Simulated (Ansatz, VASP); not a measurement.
**CdSe (Cadmoselite) in VASP and in Ansatz**

Contents of POSCAR:

```
CdSe
1.0
    4.2711400700      0.0000000000      0.0000000000
   -2.1355700350      3.6989158038      0.0000000000
    0.0000000000      0.0000000000      6.9728844864
Cd Se
2 2
Direct
    0.6666666667      0.3333333333      0.5000000000
    0.3333333333      0.6666666667      0.0000000000
    0.6666666667      0.3333333333      0.8850000000
    0.3333333333      0.6666666667      0.3850000000
```

The input INCAR.step1:

```
PREC     = Accurate       # precision mode
ENCUT    = 520            # plane-wave cutoff, eV
ISMEAR   = -1             # smearing method
SIGMA    = 0.05           # smearing width, eV
LREAL    = F              # projectors in reciprocal space
LASPH    = T              # aspherical terms in the spheres
NELM     = 100            # most SCF steps
NBANDS   = 26             # bands
GGA      = PE             # functional
ALGO     = Normal         # electronic algorithm
EDIFF    = 1E-4           # SCF threshold, eV
LWAVE    = T              # write WAVECAR
LCHARG   = F              # write CHGCAR
```

The input INCAR.step2:

```
PREC     = Accurate       # precision mode
ENCUT    = 520            # plane-wave cutoff, eV
EDIFF    = 1E-7           # SCF threshold, eV
ISMEAR   = -1             # smearing method
SIGMA    = 0.05           # smearing width, eV
LREAL    = F              # projectors in reciprocal space
LASPH    = T              # aspherical terms in the spheres
NELM     = 100            # most SCF steps
ALGO     = Normal         # electronic algorithm
ISIF     = 2              # what is computed and relaxed
LWAVE    = F              # write WAVECAR
LCHARG   = F              # write CHGCAR
METAGGA  = R2SCAN         # meta-GGA
LMIXTAU  = T            
NBANDS   = 26             # bands
ISTART   = 1
```

The input KPOINTS:

```
Automatic mesh
0
Gamma
  7 7 4
```

input.yaml

```yaml
crystal:
  lattice:
    - [4.27114007, 0.0, 0.0]
    - [-2.135570035, 3.6989158038, 0.0]
    - [0.0, 0.0, 6.9728844864]
  atoms:
    - { symbol: Cd, position: [0.6666666667, 0.3333333333, 0.5] }
    - { symbol: Cd, position: [0.3333333333, 0.6666666667, 0.0] }
    - { symbol: Se, position: [0.6666666667, 0.3333333333, 0.885] }
    - { symbol: Se, position: [0.3333333333, 0.6666666667, 0.385] }
hamiltonian:
  xc: r2scan
  pseudopotentials: { kind: paw }
kpoints:
  mp_grid: { grid: [7, 7, 4] }
scf:
  occupations: { method: fermi_dirac, width: 0.05 }
output:
  forces: true
  stress: true
  eigenvalues: true
```

Alike in both runs: task single point; functional r2SCAN; k mesh 7 × 7 × 4; occupations fermi-dirac, width 0.05 eV; no spin polarisation.

```csv
,VASP,Ansatz
version,VASP 6.6.1,Ansatz 0.2.0
potentials or method,"VASP PAW PBE potentials, release 64 (Cd, Se)",Ansatz PAW
plane-wave cutoff (eV),520,500
valence electrons in the cell,36,72
```

|  | VASP | Ansatz | Ansatz less VASP |
| --- | --- | --- | --- |
| gap on the k mesh at the Fermi level (eV) | 1.23 | 1.24 | +0.009 |
| least direct gap on the mesh (eV) | 1.23 | 1.24 | +0.009 |
| pressure (GPa) | 3.1 | 2.8 | -0.31 |
| largest component of the traceless stress (GPa) | 1.58 | 1.54 | -0.041 |
| rms of the force components (eV/Å) | 0.178 | 0.173 | -0.0051 |

Atom by atom the forces differ by 0.005 eV/Å (rms over components). The functional is the same, so the differences come from potentials, cutoffs and numerics. The two sets of potentials don't hold the same shells in valence.

Caveats: the PAW data sets were made with another functional, which shifts forces and pressure a little (VASP); odd divisions of the mesh miss points on the zone boundary, where band edges often lie, so the gap on the mesh can be too wide (Ansatz); the PAW data sets come from PBE, with cores solved anew for the run's functional, which leaves a small shift of forces and pressure (Ansatz). r2SCAN opens gaps a little over a GGA but as a rule still falls short of measured ones.
